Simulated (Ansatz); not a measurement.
# C–Si: orderings on the diamond lattice

Small ordered supercells, each relaxed with r2SCAN in Ansatz 0.2.0; x is the share of Si. They stand for particular orderings, not for the random alloy. Simulated, non-magnetic, generated structures, which need not be known phases.

- SiC3 (P-4m2, 4 atoms): space group P-4m2 (No. 115), tetragonal; a = 2.796 Å, c = 4.090 Å in the conventional setting, 8.00 Å³ an atom. C is surrounded by 2 C at 1.65 Å and 2 Si at 1.82 Å; C is surrounded by 4 C at 1.65 Å; Si is surrounded by 4 C at 1.82 Å.
- SiC2 (P-3m1, 6 atoms): it is trigonal, P-3m1 (No. 164); a = 2.938 Å, c = 7.226 Å in the conventional setting, 9.00 Å³ an atom. C is surrounded by 1 C at 1.61 Å and 3 Si at 1.82 Å; C is surrounded by 3 C at 1.77 Å and 1 Si at 1.89 Å; Si is surrounded by 4 C at 1.82–1.89 Å.
- CSi (Pmma, 4 atoms, coordination lost): it is orthorhombic, Pmma (No. 51); conventional cell a = 2.577 Å, b = 3.357 Å, c = 4.941 Å, 10.69 Å³ an atom. Around C lie 2 C at 1.55 Å and 2 Si at 1.96 Å; around Si lie 2 C at 1.96 Å.
- Si2C (P-3m1, 6 atoms): space group P-3m1 (No. 164), trigonal; conventional cell a = 3.232 Å, c = 8.563 Å, 12.91 Å³ an atom. C has 4 Si at 1.90–1.96 Å; Si has 3 C at 1.96 Å and 1 Si at 2.37 Å; Si has 1 C at 1.90 Å and 3 Si at 2.23 Å.
- Si5C (P3m1, 6 atoms): it is trigonal, P3m1 (No. 156); a = 3.598 Å, c = 8.976 Å in the conventional setting, 16.77 Å³ an atom. C is surrounded by 4 Si at 1.91–2.15 Å; Si is surrounded by 4 Si at 2.26–2.34 Å; Si is surrounded by 4 Si at 2.27–2.34 Å; Si is surrounded by 3 C at 2.15 Å and 1 Si at 2.34 Å; Si is surrounded by 1 C at 1.91 Å and 3 Si at 2.27 Å.

The end members (d direct, i indirect):
```json
{"cell": "C (diamond)", "x": "0", "volume (Å³/atom)": "5.64", "gap, r2SCAN (eV)": "4.36 i (Γ → Γ–X (0.73))"}
{"cell": "Si (diamond)", "x": "1", "volume (Å³/atom)": "20.17", "gap, r2SCAN (eV)": "0.77 i (Γ → Γ–X (0.84))"}
```

Q: Estimate the gaps of SiC2 (P-3m1, 6 atoms), x = 0.333, and set its volume against the straight line.

A: 9.00 Å³ an atom (-14.2 % from the straight line); r2SCAN 1.79 i (Γ → (0, 0.326, 0.339)) eV.

Q: Estimate the gaps of SiC3 (P-4m2, 4 atoms), x = 0.250, and set its volume against the straight line.

A: 8.00 Å³ an atom (-13.8 % from the straight line); r2SCAN 1.65 i (Γ → M–Γ (0.15)) eV.

Q: Estimate the gaps of CSi (Pmma, 4 atoms, coordination lost), x = 0.500, and set its volume against the straight line.

A: 10.69 Å³ an atom (-17.2 % from the straight line); r2SCAN none (overlap 4.44) eV.

Q: Estimate the gaps of Si2C (P-3m1, 6 atoms), x = 0.667, and set its volume against the straight line.

A: 12.91 Å³ an atom (-15.7 % from the straight line); r2SCAN none (overlap 2.21) eV.

Where bands overlap the cell is a metal at that level, and these k meshes limit energies, forces and stress.

Where an edge lies off the special points, it is a point of the mesh or the k point where a search put PBE's edge or least direct gap, reused for the other functionals, whose own edges may lie a little apart.
